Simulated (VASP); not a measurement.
**BeTe: band structure with PBEsol0**

BeTe:

```
CELL_PARAMETERS angstrom
0.00000 2.77000 2.77000
2.77000 0.00000 2.77000
2.77000 2.77000 0.00000
ATOMIC_POSITIONS crystal
Te 0.75000 0.75000 0.75000
Be 0.00000 0.00000 0.00000
```

| Item | Value |
| --- | --- |
| Program | VASP 6.6.1 |
| Task | band structure |
| Functional | PBEsol0 |
| Potentials or basis | VASP PAW PBE potentials, release 64 (Te, Be) |
| Cutoff | 520 eV |
| k mesh | 4 × 4 × 4 |
| Occupations | fermi-dirac, width 0.05 eV |
| Spin | no spin polarisation |
| Grid for exact exchange (PRECFOCK) | Fast |
| Exchange at q = 0 | default |
| Further INCAR settings | ALGO = Normal; EDIFF = 1e-07; NBANDS = 11 |

```
Pressure               : 2.3 GPa
Band gap on the k mesh : 3.15 eV, indirect (least direct gap 5.17 eV)
```

Levels at the corners of the path, in eV from the valence-band top:
```csv
point,band 1,band 2,band 3,band 4,band 5,band 6,band 7,band 8
Γ,-14.06,-0.18,-0.18,-0.18,4.99,4.99,4.99,5.47
X,-11.78,-6.18,-3.30,-3.30,2.97,3.84,12.01,12.01
X,-11.78,-6.18,-3.30,-3.30,2.97,3.84,12.01,12.01
W,-11.74,-5.53,-4.54,-3.95,6.60,6.95,7.22,8.00
W,-11.74,-5.53,-4.54,-3.95,6.60,6.95,7.22,8.00
K,-11.44,-5.38,-4.39,-2.43,3.83,6.73,9.85,10.21
K,-11.44,-5.38,-4.39,-2.43,3.83,6.73,9.85,10.21
Γ,-14.06,-0.18,-0.18,-0.18,4.99,4.99,4.99,5.47
Γ,-14.06,-0.18,-0.18,-0.18,4.99,4.99,4.99,5.47
L,-12.40,-6.71,-1.50,-1.50,4.51,6.00,6.00,9.28
L,-12.40,-6.71,-1.50,-1.50,4.51,6.00,6.00,9.28
U,-11.44,-5.38,-4.39,-2.43,3.83,6.73,9.85,10.21
U,-11.44,-5.38,-4.39,-2.43,3.83,6.73,9.85,10.21
W,-11.74,-5.53,-4.54,-3.95,6.60,6.95,7.22,8.00
W,-11.74,-5.53,-4.54,-3.95,6.60,6.95,7.22,8.00
L,-12.40,-6.71,-1.50,-1.50,4.51,6.00,6.00,9.28
L,-12.40,-6.71,-1.50,-1.50,4.51,6.00,6.00,9.28
K,-11.44,-5.38,-4.39,-2.43,3.83,6.73,9.85,10.21
U,-11.44,-5.38,-4.39,-2.43,3.83,6.73,9.85,10.21
X,-11.78,-6.18,-3.30,-3.30,2.97,3.84,12.01,12.01
```

It took 17 min on 1 thread of AMD EPYC 7R43 64-Core Processor (Zen 3), with other jobs on the host, peak memory 0.14 GiB.

Caveat: the k mesh is coarse (spacing up to 0.49 Å⁻¹), so the values aren't converged, least of all with exact exchange; an unscreened hybrid on a path of extra k points without a Coulomb cutoff has errors near the mesh points, so the bands along the path aren't reliable; the PAW data sets were made with another functional, which shifts forces and pressure a little; spin-orbit coupling is left out, which moves the levels of the heavy elements. A k mesh can miss the band edges.
